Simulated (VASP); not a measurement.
Here is a VASP 6.6.1 calculation.

INCAR

```
ALGO = Normal ; EDIFF = 1E-6
ENCUT = 520 ; GGA = PE
ISIF = 2 ; ISMEAR = -1
LASPH = True ; LCHARG = False
LREAL = Auto ; LWAVE = False
NBANDS = 57 ; NELM = 100
PREC = Accurate ; SIGMA = 0.002
```

Contents of KPOINTS:

```
k-points
0
Gamma
  1 1 1
```

POSCAR

```
H3C2N3
1.0
    8.2694670000      0.0000000000      0.0000000000
    0.0000000000      8.2694670000      0.0000000000
    0.0000000000      0.0000000000      8.2694670000
C N H
6 9 9
Direct
    0.0956772667      0.1049160726      0.4077046320
    0.2212476330      0.2025039824      0.4569822940
    0.7220416987      0.3426218401     -0.0281154759
    0.8050579318      0.3493211836      0.1305404568
    0.4368963562      0.6144168663     -0.1919712601
    0.4351550106      0.7756606321     -0.1044323655
    0.3438190152      0.2876364341      0.4529675250
    0.8472855627      0.3514132168      0.2544904043
    0.4585180641      0.8829468695     -0.0196626941
    0.7648376854      0.9897977705      0.3985021042
    0.7018106487      0.9689016233      0.5121369975
    0.3502039491      0.8211049152      0.4483723074
    0.3621273294      0.6852557728      0.4519880181
    1.0261362673      0.8093629251      0.8576731729
    0.9068903715      0.8644934432      0.8498854884
    0.1367319079     -0.0123949947      0.4556883775
   -0.0224440100      0.1312055541      0.4595943124
    0.0839231839      0.1100433680      0.2888940726
    0.5947058015      0.3630584656     -0.0042445299
    0.7548491336      0.4269078043     -0.1333459581
    0.7236742102      0.2142096945     -0.0668362302
    0.3054610412      0.5660824331     -0.2105093351
    0.4843238385      0.6460634041     -0.3055577826
    0.5327550131      0.5527563022     -0.1427298761
```

Potentials or basis: VASP PAW PBE potentials, release 64 (C, N, H).

Launch:

```bash
$ cat potpaw_PBE.64/C/POTCAR potpaw_PBE.64/N/POTCAR potpaw_PBE.64/H/POTCAR > POTCAR
$ mpirun -np 1 vasp_gam > vasp.out
```

Problem. Estimate the pressure.

Solution. 2.4 GPa.

Problem. Estimate the largest force.

Solution. 13.464 eV/Å.

Problem. Estimate the band gap on the k mesh.

Solution. 4.80 eV, direct.

Stress tensor (GPa, compression positive):
```
 1.30 -1.17  1.13
-1.17 -0.03  0.16
 1.13  0.16  5.97
```

Caveat: the standard files for N, O and F lose accuracy on very short bonds.
